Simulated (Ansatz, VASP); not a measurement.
One calculation of V, two programs

```
V
1.0
     2.58682    0.00000    0.00000
    -1.29341    2.24025    0.00000
     0.00000    0.00000    4.69163
V
2
Direct
  0.33333 0.66667 0.25000
  0.66667 0.33333 0.75000
```

Change from the starting cell: volume scaled by 0.98.

Alike in both runs: task single point; functional PBE; k mesh 12 × 12 × 6; occupations fermi-dirac, width 0.05 eV; collinear spin, ferromagnetic start.

|  | VASP | Ansatz |
| --- | --- | --- |
| version | VASP 6.6.1 | Ansatz 0.2.0 |
| potentials or method | VASP PAW PBE potentials, release 64 (V_sv) | Ansatz PAW |
| plane-wave cutoff (eV) | 520 | 420 |
| valence electrons in the cell | 26 | 26 |

|  | VASP | Ansatz | Ansatz less VASP |
| --- | --- | --- | --- |
| gap on the k mesh at the Fermi level (eV) | none | none | - |
| pressure (GPa) | 3.3 | 3.1 | -0.23 |
| largest component of the traceless stress (GPa) | 0.82 | 0.80 | -0.019 |
| net moment per atom (μB) | 0.00 | 0.00 | 0.000 |

A gap of «none» marks a metal or a gap that the smearing closes.

Caveats: the starting moments weren't kept (Ansatz).
